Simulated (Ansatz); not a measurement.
Is this GaP₄ stable against decomposition?

Computed with DFT PBE, scalar-relativistic, plane waves, PAW in Ansatz. All cells share a 420 eV cutoff and Γ-centred k meshes spaced at most about 0.3 Å⁻¹ (about 0.25 or finer for metals, 2π included). No spin polarisation.

The zero of energy is the elements' standard structures at the same level; no fitted shifts are applied. The references include black phosphorus.

Temperature and zero-point effects are left out. In GaP4 P4/mmm an odd number of electrons in the primitive cell allows no gap without spin; a larger cell or a magnetic state could open one. The reference form of P is held partly by dispersion forces, which this level lacks.

The competitors are the elements and 1 reference phase of this chemical system (from databases or known types: GaP), relaxed at the same level; other known phases may be missing.

The candidate was reached from: random cell.

```cif
data_structure
_symmetry_space_group_name_H-M 'P 1'
_symmetry_Int_Tables_number 1
_cell_length_a 5.7806
_cell_length_b 5.7806
_cell_length_c 2.4752
_cell_angle_alpha 90.000
_cell_angle_beta 90.000
_cell_angle_gamma 90.000
_cell_volume 82.71
loop_
_atom_site_label
_atom_site_type_symbol
_atom_site_fract_x
_atom_site_fract_y
_atom_site_fract_z
_atom_site_occupancy
Ga1 Ga 0.00000 0.00000 0.00000 1
P1 P 0.79541 0.50000 0.00000 1
P2 P 0.20459 0.50000 0.00000 1
P3 P 0.50000 0.79541 0.00000 1
P4 P 0.50000 0.20459 0.00000 1
```

The lowest competing mixture at this composition:

```csv
phase,space group,source,share of atoms,ΔE_f (eV/atom)
P,-,element,0.6000,-0.0005
GaP,F-43m (No. 216),Materials Project,0.4000,-0.432
```

The lowest database cell of P (-0.0005) lies slightly below the reference, hence the non-zero entry.

Task: What are the hull's energy here, the candidate's formation energy and its margin?

Result: The hull lies at -0.173 eV/atom, the weighted sum of the last column. The candidate has 0.241 eV/atom, which is 0.41 eV/atom above it. The candidate matches no cell in the subsets of the Crystallography Open Database and the Materials Project at hand. The margin is far too high for a likely synthesis. It holds P–P bonds in all directions (shortest 2.37 Å).
